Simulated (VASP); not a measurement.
# SnS2 (P-3m1) in VASP: notebook

Runs on SnS2. Level: PBE+D3(BJ). Tasks: single point.

All numbers are computed with VASP 6.6.1; they aren't measurements. Logs are shortened: lines on timing, memory, paths and dates and some standing lists are left out, and cuts for length are marked.

### 1 The structure

Symmetry: P-3m1, No. 164, trigonal system. The conventional cell has a = 3.639 Å, b = 3.639 Å, c = 5.868 Å, α = 90.00°, β = 90.00°, γ = 120.00°. Around Sn (site symmetry -3m) lie 6 S at 2.56 Å. S (site symmetry 3m) has 3 Sn at 2.56 Å as nearest neighbours.

### 2 Single point, PBE+D3(BJ)

File INCAR:

```
  PREC = Accurate
  ENCUT = 520
  EDIFF = 1E-7
  ISMEAR = 0
  SIGMA = 0.02
  LREAL = False
  LASPH = True
  NELM = 100
  ALGO = Fast
  ISIF = 2
  LWAVE = False
  LCHARG = False
  GGA = PE
  IVDW = 12
  NBANDS = 20
```

File KPOINTS:

```
Automatic mesh
0
Gamma
  3 3 2
```

File POSCAR:

```
SnS2
1.0
    3.6390000000      0.0000000000      0.0000000000
   -1.8195000000      3.1514664400      0.0000000000
    0.0000000000      0.0000000000      5.8680000000
Sn S
1 2
Direct
    0.0000000000      0.0000000000      0.0000000000
    0.3333333300      0.6666666700      0.2500000000
    0.6666666700      0.3333333300      0.7500000000
```

Potentials or basis: VASP PAW PBE potentials, release 64 (Sn_d, S).

Launch:

```sh
$ cat potpaw_PBE.64/Sn_d/POTCAR potpaw_PBE.64/S/POTCAR > POTCAR
$ mpirun -np 1 vasp_std > vasp.out
```

OUTCAR:

```text
PREC = Accurate
   ENCUT = 520
   EDIFF = 1E-7
   ISMEAR = 0
   LREAL = False
   LASPH = True
   NELM = 100
   ISIF = 2
   GGA = PE
   IVDW = 12
 IVDW          = 12

 ion  position               nearest neighbor table
   1  0.000  0.000  0.000-   2 2.56   3 2.56   2 2.56   3 2.56   3 2.56   2 2.56
   2  0.333  0.667  0.250-   1 2.56   1 2.56   1 2.56
   3  0.667  0.333  0.750-   1 2.56   1 2.56   1 2.56

  LATTYP: Found a hexagonal cell.
 ALAT       =     3.6390000000
 C/A-ratio  =     1.6125309151

  Lattice vectors:

 A1 = (   3.6390000000,   0.0000000000,   0.0000000000)
 A2 = (  -1.8195000000,   3.1514664400,   0.0000000000)
 A3 = (   0.0000000000,   0.0000000000,   5.8680000000)

Analysis of symmetry for initial positions (statically):
=====================================================================
 Subroutine PRICEL returns:
 Original cell was already a primitive cell.

 Routine SETGRP: Setting up the symmetry group for a
 hexagonal supercell.

 Subroutine GETGRP returns: Found 12 space group operations
 (whereof 12 operations were pure point group operations)
 out of a pool of 24 trial point group operations.

The static configuration has the point symmetry D_3d.

Analysis of symmetry for dynamics (positions and initial velocities):
=====================================================================
 Subroutine PRICEL returns:
 Original cell was already a primitive cell.

 Routine SETGRP: Setting up the symmetry group for a
 hexagonal supercell.

 Subroutine GETGRP returns: Found 12 space group operations
 (whereof 12 operations were pure point group operations)
 out of a pool of 24 trial point group operations.

The dynamic configuration has the point symmetry D_3d.

 Subroutine INISYM returns: Found 12 space group operations
 (whereof 12 operations are pure point group operations),
 and found     1 'primitive' translations

----------------------------------------------------------------------------------------

                                     Primitive cell

  volume of cell :      67.2953

  direct lattice vectors                    reciprocal lattice vectors
     3.639000000  0.000000000  0.000000000     0.274800769  0.158656298  0.000000000
    -1.819500000  3.151466440  0.000000000     0.000000000  0.317312597  0.000000000
     0.000000000  0.000000000  5.868000000     0.000000000  0.000000000  0.170415815

  length of vectors
     3.639000000  3.638999996  5.868000000     0.317312597  0.317312597  0.170415815

  position of ions in fractional coordinates (direct lattice)
     0.000000000  0.000000000  0.000000000
     0.333333330  0.666666670  0.250000000
     0.666666670  0.333333330  0.750000000

  ion indices of the primitive-cell ions
   primitive index   ion index
                 1           1
                 2           2
                 3           3

----------------------------------------------------------------------------------------

 KPOINTS: Automatic mesh

Automatic generation of k-mesh.
 Grid dimensions read from file:
 generate k-points for:    3    3    2

 Generating k-lattice:

  Cartesian coordinates                     Fractional coordinates (reciprocal lattice)
     0.091600256  0.052885433  0.000000000     0.333333333  0.000000000  0.000000000
     0.000000000  0.105770866  0.000000000     0.000000000  0.333333333  0.000000000
     0.000000000  0.000000000  0.085207907     0.000000000  0.000000000  0.500000000

  Length of vectors
     0.105770866  0.105770866  0.085207907

  Shift w.r.t. Gamma in fractional coordinates (k-lattice)
     0.000000000  0.000000000  0.000000000

 Subroutine IBZKPT returns following result:
 ===========================================

 Found      6 irreducible k-points:

 Following reciprocal coordinates:
            Coordinates               Weight
  0.000000  0.000000  0.000000      1.000000
  0.333333 -0.000000  0.000000      6.000000
  0.333333  0.333333  0.000000      2.000000
  0.000000  0.000000  0.500000      1.000000
  0.333333 -0.000000  0.500000      6.000000
  0.333333  0.333333  0.500000      2.000000
   k-points           NKPTS =      6   k-points in BZ     NKDIM =      6   number of bands    NBANDS=     20
   number of dos      NEDOS =    301   number of ions     NIONS =      3
   total plane-waves  NPLWV =  37632
   dimension x,y,z NGX =    28 NGY =   28 NGZ =   48
   dimension x,y,z NGXF=    56 NGYF=   56 NGZF=   96
   ions per type =               1   2
   NGX,Y,Z   is equivalent  to a cutoff of  12.79, 12.79, 13.60 a.u.
   NGXF,Y,Z  is equivalent  to a cutoff of  25.58, 25.58, 27.20 a.u.
 SYSTEM =  unknown system
   PREC   = accura    normal or accurate (medium, high low for compatibility)
   ISTART =      0    job   : 0-new  1-cont  2-samecut
   ICHARG =      2    charge: 1-file 2-atom 10-const
   ISPIN  =      1    spin polarized calculation?
   LNONCOLLINEAR =      F non collinear calculations
   LSORBIT =      F    spin-orbit coupling
   LASPH  =      T    aspherical Exc in radial PAW
   ENCUT  =  520.0 eV  38.22 Ry    6.18 a.u.   6.77  6.77 10.91*2*pi/ulx,y,z
   NELM   =    100;   NELMIN=  2; NELMDL= -5     # of ELM steps
   EDIFF  = 0.1E-06   stopping-criterion for ELM
   LREAL  =      F    real-space projection
   EDIFFG = 0.1E-05   stopping-criterion for IOM
   NSW    =      0    number of steps for IOM
   IBRION =     -1    ionic relax: 0-MD 1-quasi-New 2-CG
   NFREE  =      0    steps in history (QN), initial steepest desc. (CG)
   ISIF   =      2    stress and relaxation
   ISYM   =      2    0-nonsym 1-usesym 2-fastsym
   POTIM  = 0.5000    time-step for ionic-motion
   TEBEG  =    0.0;   TEEND  =   0.0 temperature during run
   PSTRESS=    0.0 pullay stress
   NELECT =      26.0000    total number of electrons
   NUPDOWN=      -1.0000    fix difference up-down
   EMIN   =  10.00;   EMAX   =-10.00  energy-range for DOS
   EFERMI =   0.00;   METHOD = LEGACY
   ISMEAR =     0;   SIGMA  =   0.02  broadening in eV -4-tet -1-fermi 0-gaus
   EFERMI_NEDOS =   21; number of points for ismear=-14 and -15
   IALGO  =     68    algorithm
   IMIX   =      4    mixing-type and parameters
     AMIX     =   0.40;   BMIX     =  1.00
     AMIX_MAG =   1.60;   BMIX_MAG =  1.00
  volume/ion in A,a.u.               =      22.43       151.38
  Fermi-wavevector in a.u.,A,eV,Ry     =   1.192352  2.253218 19.343434  1.421702
  Thomas-Fermi vector in A             =   2.328392
   LORBIT       =      0    0 simple, 1 ext, 2 COOP (PROOUT), +10 PAW based schemes
   GGA     = PE    functional components
   LHFCALC =     F    Hartree Fock is set to
   AEXX    =    0.0000 exact exchange contribution
   IVDW    =    12    specifies the selected vdW correction
   LEPSILON=     F    determine dielectric tensor
   LRPA    =     F    only Hartree local field effects (RPA)
 non-spin polarized calculation
 RMM-DIIS sequential band-by-band and
 Gauss-broadening in eV      SIGMA  =   0.02
  energy-cutoff  :      520.00
  volume of cell :       67.30
 maximum number of plane-waves:      1824
 NGX is ok and might be reduce to    28
   NGX = 13   NGY = 13   NGZ = 21

 number of electron      26.0000007 magnetization

 Free energy of the ion-electron system (eV)
  ---------------------------------------------------
  ext. energy  EPLUGINS =         0.00000000
  ---------------------------------------------------
  free energy    TOTEN  =       -12.82285607 eV

  energy without entropy =      -12.82285607  energy(sigma->0) =      -12.82285607

 E-fermi :   4.9764     XC(G=0):  -9.6350

 val. band max:        4.8494962973   @ k =   0.0000   0.0000   0.0000
 cond. band min:       6.7549992866   @ k =   0.3333  -0.0000   0.5000
 fundamental gap:      1.9055029893
 Fermi energy:         4.9763564696

 k-point     1 :       0.0000    0.0000    0.0000
  band No.  band energies     occupation
      1     -16.1650      2.00000
      2     -16.1650      2.00000
      3     -16.1374      2.00000
      4     -16.1022      2.00000
      5     -16.1022      2.00000
      6      -9.0190      2.00000
      7      -6.9109      2.00000
      8      -0.8399      2.00000
      9       4.2068      2.00000
     10       4.2069      2.00000
     11       4.4897      2.00000
     12       4.4897      2.00000
     13       4.8495      2.00000
     14       6.8353      0.00000
     15       8.4917      0.00000
     16      10.2767      0.00000
     17      10.2767      0.00000
     18      13.7764      0.00000
     19      14.3795      0.00000
     20      14.3797      0.00000

 k-point     2 :       0.3333   -0.0000    0.0000
  band No.  band energies     occupation
      1     -16.2276      2.00000
      2     -16.1398      2.00000
      3     -16.1331      2.00000
      4     -16.0899      2.00000
      5     -16.0750      2.00000
      6      -7.8485      2.00000
      7      -6.3292      2.00000
      8      -1.3431      2.00000
      9       0.8519      2.00000
     10       2.1215      2.00000
     11       2.5959      2.00000
     12       4.3681      2.00000
     13       4.6481      2.00000
     14       6.9787      0.00000
     15       9.5567      0.00000
     16      11.0620      0.00000
     17      11.1727      0.00000
     18      12.1068      0.00000
     19      14.2438      0.00000
     20      15.3118      0.00000

 k-point     3 :       0.3333    0.3333    0.0000
  band No.  band energies     occupation
      1     -16.1946      2.00000
      2     -16.1946      2.00000
      3     -16.0954      2.00000
      4     -16.0954      2.00000
      5     -16.0841      2.00000
      6      -6.4823      2.00000
      7      -6.4823      2.00000
      8      -2.3947      2.00000
      9       1.2554      2.00000
     10       1.2554      2.00000
     11       1.6048      2.00000
     12       3.4218      2.00000
     13       3.4218      2.00000
     14       6.8833      0.00000
     15      11.8511      0.00000
     16      11.8511      0.00000
     17      12.6177      0.00000
     18      12.7248      0.00000
     19      13.8231      0.00000
     20      13.8231      0.00000

 k-point     4 :       0.0000    0.0000    0.5000
  band No.  band energies     occupation
      1     -16.1650      2.00000
      2     -16.1650      2.00000
      3     -16.1372      2.00000
      4     -16.1022      2.00000
      5     -16.1022      2.00000
      6      -8.8440      2.00000
      7      -7.2912      2.00000
      8       0.2692      2.00000
      9       2.8953      2.00000
     10       4.1183      2.00000
     11       4.1183      2.00000
     12       4.6304      2.00000
     13       4.6304      2.00000
     14       7.9917      0.00000
     15       8.5709      0.00000
     16      10.0132      0.00000
     17      10.0132      0.00000
     18      13.6421      0.00000
     19      13.8137      0.00000
     20      13.8211      0.00000

 k-point     5 :       0.3333   -0.0000    0.5000
  band No.  band energies     occupation
      1     -16.2279      2.00000
      2     -16.1399      2.00000
      3     -16.1331      2.00000
      4     -16.0897      2.00000
      5     -16.0750      2.00000
      6      -7.6954      2.00000
      7      -6.5669      2.00000
      8      -1.3484      2.00000
      9       0.7603      2.00000
     10       2.7538      2.00000
     11       3.0441      2.00000
     12       3.7846      2.00000
     13       4.3330      2.00000
     14       6.7550      0.00000
     15       9.8299      0.00000
     16      10.9179      0.00000
     17      11.6322      0.00000
     18      11.7442      0.00000
     19      15.0473      0.00000
     20      15.4400      0.00000

 k-point     6 :       0.3333    0.3333    0.5000
  band No.  band energies     occupation
      1     -16.1948      2.00000
      2     -16.1948      2.00000
      3     -16.0954      2.00000
      4     -16.0954      2.00000
      5     -16.0840      2.00000
      6      -6.4623      2.00000
      7      -6.4623      2.00000
      8      -2.3138      2.00000
      9       0.7308      2.00000
     10       0.7308      2.00000
     11       1.2258      2.00000
     12       4.4994      2.00000
     13       4.4994      2.00000
     14       7.9353      0.00000
     15      10.2159      0.00000
     16      10.2159      0.00000
     17      11.9459      0.00000
     18      13.4966      0.00000
     19      14.4987      0.00000
     20      14.5271      0.00000

------------------------ aborting loop because EDIFF is reached ----------------------------------------

 Edisp (eV)   -0.98983

 E8    (eV) :    -0.4043

  FORCE on cell =-STRESS in cart. coord.  units (eV):
  Direction    XX          YY          ZZ          XY          YZ          ZX
  --------------------------------------------------------------------------------------
  -------------------------------------------------------------------------------------
  Total       1.73338     1.73338     0.08590     0.00000     0.00000     0.00000
  in kB      41.26849    41.26849     2.04522     0.00000     0.00000     0.00000
  external pressure =       28.19 kB  Pullay stress =        0.00 kB

 VOLUME and BASIS-vectors are now :
 -----------------------------------------------------------------------------
  energy-cutoff  :      520.00
  volume of cell :       67.30
      direct lattice vectors                 reciprocal lattice vectors
     3.639000000  0.000000000  0.000000000     0.274800769  0.158656298  0.000000000
    -1.819500000  3.151466440  0.000000000     0.000000000  0.317312597  0.000000000
     0.000000000  0.000000000  5.868000000     0.000000000  0.000000000  0.170415815

 POSITION                                       TOTAL-FORCE (eV/Angst)
 -----------------------------------------------------------------------------------
      0.00000      0.00000      0.00000         0.000000      0.000000      0.000000
     -0.00000      2.10098      1.46700        -0.000000      0.000000      0.167761
      1.81950      1.05049      4.40100         0.000000     -0.000000     -0.167761
 -----------------------------------------------------------------------------------
    total drift:                               -0.000000      0.000000      0.000000

  FREE ENERGIE OF THE ION-ELECTRON SYSTEM (eV)
  ---------------------------------------------------
  free  energy   TOTEN  =       -13.8126881604 eV

  energy  without entropy=      -13.8126881604  energy(sigma->0) =      -13.81268816
```

It took 9.4 s on 1 thread of Intel Xeon Platinum 8488C (Sapphire Rapids), shared host; peak memory 0.18 GiB.

What came out:

- Free energy: -13.8127 eV
- Pressure: 2.8 GPa
- Largest force: 0.168 eV/Å
- Band gap on the k mesh: 1.91 eV, indirect (least direct gap 1.99 eV)
- Dispersion energy per atom: -0.330 eV

Forces in eV/Å, atoms in the order of the input:
```
Sn   0.000  0.000  0.000
S    0.000  0.000  0.168
S    0.000  0.000 -0.168
```

Stress tensor (GPa, compression positive):
```
4.13 0.00 0.00
0.00 4.13 0.00
0.00 0.00 0.20
```

Caveat: the k mesh is coarse (spacing up to 0.66 Å⁻¹), so the values aren't converged; spin-orbit coupling is left out, which moves the levels of the heavy elements; an odd mesh through Γ misses points on the zone boundary, where band edges often lie.

[end of part 1 of 2]
